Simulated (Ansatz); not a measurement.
C: strain energy, fitted

C, R-3m, a = 2.465 Å, c = 10.122 Å. Ansatz: PBE+D3(BJ), PAW, 420 eV, Γ-centred 8×12×8 mesh on 4 atoms, Gaussian smearing 0.02 eV; no spin polarisation. Series: shear of c along a, cell held, atoms relaxed; x is the strain in per cent (engineering shear). The axes a, b, c are those of the computed cell (4.269, 2.465, 3.660 Å), along [1 -1 0], [1 1 0], [-1 1 1] of the cell named above. y is the free energy over the unstrained cell, V0 = 8.877 Å³/atom.

| x (%) | y (meV/atom) |
| --- | --- |
| -6.0 | ? |
| -4.0 | 0.15 |
| -2.0 | 0.03 |
| 0.0 | 0.00 |
| 2.0 | 0.05 |
| 4.0 | 0.23 |
| 6.0 | 0.52 |

Q: Fit y = c2 x² + c3 x³ to the other rows, turn c2 into a modulus, and predict the missing energy.

A: Least squares on the rows shown. y = 0.01147 x² + 0.0005174 x³. In eV per unit strain² c2 is 0.1147; this is the shear stiffness (E = ½ C V0 γ²): 2 × 0.1147 × 160.2 / (8.877) = 4.1 GPa. Energies this small carry numerical noise of a few hundredths of a meV. With a term in x⁴ added, the coefficient of x² becomes 0.01231, 7 % more, which shows how far this figure hangs on the form. At x = -6.0 the fit asked for gives 0.30 meV/atom. The run gave 0.33 meV/atom, so the fit is 0.03 meV/atom too low, small in itself but 6 % of the span of the series.